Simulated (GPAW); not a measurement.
C:

```
CELL_PARAMETERS angstrom
2.52210 0.00000 0.00000
-1.26105 2.18420 0.00000
0.00000 0.00000 8.23710
ATOMIC_POSITIONS crystal
C 0.66667 0.33333 0.84375
C 0.33333 0.66667 0.34375
C 0.66667 0.33333 0.65625
C 0.33333 0.66667 0.15625
C 0.00000 0.00000 0.90625
C 0.00000 0.00000 0.40625
C 0.00000 0.00000 0.59375
C 0.00000 0.00000 0.09375
```

This is a hexagonal form of diamond, not graphite.

```yaml
Program: GPAW 26.7.0
Task: relaxation of cell and atoms
Functional: PBE
Dispersion: D4
Potentials_or_basis: GPAW PAW data sets (gpaw-data 1.2.1)
Cutoff: 800 eV
Basis: pw
k_mesh: 7 × 7 × 2
Occupations: fermi-dirac, width 0.05 eV
Spin: no spin polarisation
```

At the start: pressure -3.4 GPa; volume 5.67 Å³/atom.

How do energy, volume and symmetry change on relaxing?

Over 8 steps the energy falls by 2.6 meV/atom and the volume is 5.63 Å³/atom (-0.8 %); space group P6_3/mmc (No. 194, to 0.05 Å).

The path:
| step | energy change (eV) | largest force (eV/Å) | pressure (GPa) | volume (Å³) |
| --- | --- | --- | --- | --- |
| 1 | 0.0000 | 0.3260 | -3.38 | 45.38 |
| 2 | -0.0098 | 0.0890 | -3.14 | 45.35 |
| 3 | -0.0130 | 0.0496 | -2.69 | 45.30 |
| 4 | -0.0155 | 0.1126 | -2.05 | 45.23 |
| 5 | -0.0193 | 0.1364 | -0.68 | 45.09 |
| 6 | -0.0207 | 0.0705 | 0.06 | 45.02 |
| 7 | -0.0210 | 0.0120 | 0.16 | 45.00 |
| 8 | -0.0211 | 0.0003 | 0.09 | 45.01 |

Final structure:
```cif
data_structure
_symmetry_space_group_name_H-M 'P 1'
_symmetry_Int_Tables_number 1
_cell_length_a 2.5072
_cell_length_b 2.5072
_cell_length_c 8.2678
_cell_angle_alpha 90.000
_cell_angle_beta 90.000
_cell_angle_gamma 120.000
_cell_volume 45.01
loop_
_atom_site_label
_atom_site_type_symbol
_atom_site_fract_x
_atom_site_fract_y
_atom_site_fract_z
_atom_site_occupancy
C1 C 0.66667 0.33333 0.84446 1
C2 C 0.33333 0.66667 0.34446 1
C3 C 0.66667 0.33333 0.65554 1
C4 C 0.33333 0.66667 0.15554 1
C5 C 0.00000 0.00000 0.90703 1
C6 C 0.00000 0.00000 0.40703 1
C7 C 0.00000 0.00000 0.59297 1
C8 C 0.00000 0.00000 0.09297 1
```

Caveat: the k mesh is coarse; later steps reuse the first step's grids.
